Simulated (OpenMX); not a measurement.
Crystal: LiH.

```
Li H
1.0
     0.00000    2.03675    2.03675
     2.03675    0.00000    2.03675
     2.03675    2.03675    0.00000
Li H
1 1
Cartesian
  -0.0071 0.0257 0.0170
  2.0424 2.0395 2.0262
```

The cell isn't the ideal one: atoms moved at random, drawn with an rms of 0.05 Å.

Base run:

```yaml
Program: OpenMX 3.8.5
Functional: PBE
Potentials_or_basis: OpenMX 2013 PBE set, Li8.0-s3p1, H5.0-s2, grid cutoff 260 Ry
k_mesh: 11 × 11 × 11
Occupations: fermi-dirac, width 0.05 eV
Spin: no spin polarisation
```

Its results: band gap on the k mesh 3.22 eV, direct; pressure 0.2 GPa; largest force 0.079 eV/Å.

Q: The run is repeated on the same cell with these changes: potentials or basis from OpenMX 2013 PBE set, Li8.0-s3p1, H5.0-s2, grid cutoff 260 Ry to OpenMX 2013 PBE set, Li8.0-s3p2, H6.0-s2p1, grid cutoff 260 Ry; k mesh from 11 × 11 × 11 to 7 × 7 × 7. What comes out?

A: Band gap on the k mesh 3.43 eV, direct; pressure -1.6 GPa; largest force 0.073 eV/Å.

Caveats: an odd mesh through Γ misses points on the zone boundary, where band edges often lie; the basis of atomic orbitals isn't converged, which shifts pressures, moduli and gaps.
